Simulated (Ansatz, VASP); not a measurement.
# HfN in VASP and in Ansatz

Contents of INCAR:

```
PREC     = Accurate       # precision mode
ENCUT    = 600            # plane-wave cutoff, eV
EDIFF    = 1E-6           # SCF threshold, eV
ISMEAR   = -1             # smearing method
SIGMA    = 0.15           # smearing width, eV
LREAL    = False          # projectors in reciprocal space
LASPH    = True           # aspherical terms in the spheres
NELM     = 100            # most SCF steps
ALGO     = Normal         # electronic algorithm
ISIF     = 3              # what is computed and relaxed
LWAVE    = False          # write WAVECAR
LCHARG   = False          # write CHGCAR
GGA      = PE             # functional
IBRION   = 2              # ionic algorithm
NSW      = 80             # ionic steps
EDIFFG   = -0.001         # ionic threshold
```

File KPOINTS:

```
regular mesh
0
Gamma
  16 16 16
```

Contents of POSCAR:

```
HfN
1.0
    0.0000000000      2.2738965879      2.2738965879
    2.2738965879      0.0000000000      2.2738965879
    2.2738965879      2.2738965879      0.0000000000
Hf N
1 1
Direct
    0.0000000000      0.0000000000      0.0000000000
    0.5000000000      0.5000000000      0.5000000000
```

Input for Ansatz:

```yaml
crystal:
  lattice:
    - [0.0, 2.2738965898, 2.2738965898]
    - [2.2738965898, 0.0, 2.2738965898]
    - [2.2738965898, 2.2738965898, 0.0]
  atoms:
    - { symbol: Hf, position: [0.0, 0.0, 0.0] }
    - { symbol: "N", position: [0.5, 0.5, 0.5] }
basis:
  ecutwfc: 420
kpoints:
  mp_grid: { grid: [16, 16, 16] }
hamiltonian:
  xc: pbe
scf:
  occupations: { method: fermi_dirac, width: 0.15 }
output:
  forces: true
  stress: true
  eigenvalues: true
relax:
  adjacent_minimum: "off"
  f_tol: 0.001
  max_steps: 60
  cell: { stress_tol: 0.01 }
```

Alike in both runs: task relaxation of cell and atoms; functional PBE; k mesh 16 × 16 × 16; occupations fermi-dirac, width 0.15 eV; no spin polarisation.

|  | VASP | Ansatz |
| --- | --- | --- |
| version | VASP 6.6.1 | Ansatz 0.2.0 |
| potentials or method | VASP PAW PBE potentials, release 64 (Hf_pv, N) | scalar-relativistic, plane waves, PAW |
| plane-wave cutoff (eV) | 600 | 420 |
| valence electrons in the cell | 15 | 31 |

|  | VASP | Ansatz | Ansatz less VASP |
| --- | --- | --- | --- |
| gap on the k mesh at the Fermi level, each at its own relaxed structure (eV) | none | none | - |
| relaxed volume (Å³/atom) | 11.66 | 11.76 | +0.108 |
| relaxed cell length with the largest relative difference (Å) | 3.207 | 3.216 | +0.0099 |

A gap of «none» marks a metal or a gap that the smearing closes. The two sets of potentials don't hold the same shells in valence.

The runs have no spin-orbit coupling, so splittings on Hf are missing.
